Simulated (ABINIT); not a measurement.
Crystal: As.

```
CELL_PARAMETERS angstrom
1.88080 1.08588 3.51406
-1.88080 1.08588 3.51406
0.00000 -2.17176 3.51406
ATOMIC_POSITIONS crystal
As 0.22600 0.22600 0.22600
As 0.77400 0.77400 0.77400
```

| Property | Result |
| --- | --- |
| Program | ABINIT 10.8.3 (patched build) |
| Task | relaxation of cell and atoms |
| Functional | PBE |
| Potentials or basis | PseudoDojo NC SR PBE v0.4.1 standard |
| Cutoff | 1143 eV |
| k mesh | 7 × 7 × 7 |
| Occupations | fermi-dirac, width 0.05 eV |
| Spin | no spin polarisation |

At the start: pressure 3.7 GPa; volume 21.53 Å³/atom.

Task: How do energy, volume and symmetry change on relaxing?

Result: Over 15 steps the energy falls by 12.2 meV/atom and the volume is 22.48 Å³/atom (+4.4 %); space group R-3m (No. 166, to 0.05 Å).

The path:
| step | energy change (eV) | largest force (eV/Å) | pressure (GPa) | volume (Å³) |
| --- | --- | --- | --- | --- |
| 1 | 0.0000 | 0.4023 | 3.73 | 43.06 |
| 2 | -0.0126 | 0.2533 | 2.57 | 43.55 |
| 3 | -0.0241 | 0.0389 | 0.26 | 44.65 |
| 4 | -0.0242 | 0.0493 | 0.11 | 44.75 |
| 5 | -0.0243 | 0.0448 | -0.02 | 44.85 |
| 6 | -0.0244 | 0.0238 | -0.07 | 44.91 |
| 7 | -0.0245 | 0.0060 | -0.03 | 44.91 |
| 8 | -0.0245 | 0.0012 | 0.00 | 44.90 |
| 9 | -0.0245 | 0.0006 | 0.01 | 44.89 |
| 10 | -0.0245 | 0.0000 | 0.02 | 44.89 |
| 11 | -0.0245 | 0.0007 | 0.03 | 44.89 |
| 12 | -0.0245 | 0.0014 | 0.04 | 44.91 |
| 13 | -0.0245 | 0.0014 | 0.03 | 44.94 |
| 14 | -0.0245 | 0.0006 | 0.01 | 44.96 |
| 15 | -0.0245 | 0.0001 | 0.00 | 44.96 |

Final structure:
```
CELL_PARAMETERS angstrom
1.90992 1.10269 3.55838
-1.90992 1.10269 3.55838
0.00000 -2.20538 3.55838
ATOMIC_POSITIONS crystal
As 0.22671 0.22671 0.22671
As 0.77329 0.77329 0.77329
```
